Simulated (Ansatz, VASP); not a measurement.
## Two plane-wave programs on Ni

Contents of INCAR:

```
  PREC = Accurate
  ENCUT = 520
  EDIFF = 1E-7
  ISMEAR = -1
  SIGMA = 0.05
  LREAL = F
  LASPH = T
  NELM = 120
  ALGO = Normal
  ISIF = 2
  LWAVE = F
  LCHARG = F
  ISPIN = 2
  MAGMOM = 1
  LORBIT = 11
  LMAXMIX = 4
  GGA = PS
  NBANDS = 15
```

File KPOINTS:

```
Automatic mesh
0
Gamma
  13 13 13
```

POSCAR

```
Ni
1.0
    0.0000000000      1.7490803739      1.7490803739
    1.7490803739      0.0000000000      1.7490803739
    1.7490803739      1.7490803739      0.0000000000
Ni
1
Direct
    0.0000000000      0.0000000000      0.0000000000
```

input.yaml

```yaml
crystal:
  lattice:
    - [0.0, 1.7490803739, 1.7490803739]
    - [1.7490803739, 0.0, 1.7490803739]
    - [1.7490803739, 1.7490803739, 0.0]
  atoms:
    - { symbol: Ni, position: [0.0, 0.0, 0.0], spin: 1.0 }
hamiltonian:
  xc: pbesol
  pseudopotentials: { kind: paw }
magnetization:
  spin_polarized: true
kpoints:
  mp_grid: { grid: [13, 13, 13] }
scf:
  occupations: { method: fermi_dirac, width: 0.05 }
output:
  forces: true
  stress: true
  eigenvalues: true
  write_density: true
  write_potential: true
  elf: true
  volumetric_format: npy
```

Change from the starting cell: volume scaled by 1.02.

Alike in both runs: task single point; functional PBEsol; k mesh 13 × 13 × 13; occupations fermi-dirac, width 0.05 eV; collinear spin, ferromagnetic start.

|  | VASP | Ansatz |
| --- | --- | --- |
| version | VASP 6.6.1 | Ansatz 0.2.0 |
| potentials or method | VASP PAW PBE potentials, release 64 (Ni) | Ansatz PAW |
| plane-wave cutoff (eV) | 520 | 420 |
| valence electrons in the cell | 10 | 18 |

Ansatz gave:

```
gap on the k mesh at the Fermi level (eV)                     : none
pressure (GPa)                                                : -6.5
net moment per atom (μB)                                      : 0.63
size of the moment on the site where the two differ most (μB) : 0.67
```

Question: Estimate VASP's values.

Answer: gap on the k mesh at the Fermi level (eV): none; pressure (GPa): -6.5; net moment per atom (μB): 0.63; size of the moment on the site where the two differ most (μB): 0.63.

Site moments also hang on the region over which each program counts them. A gap of «none» marks a metal or a gap that the smearing closes. With one functional, cell and mesh, what is left measures potentials, basis and numerics. The two sets of potentials don't hold the same shells in valence.

Caveats: the PAW data sets were made with another functional, which shifts forces and pressure a little (VASP); the PAW data sets come from PBE, with cores solved anew for the run's functional, which leaves a small shift of forces and pressure (Ansatz).
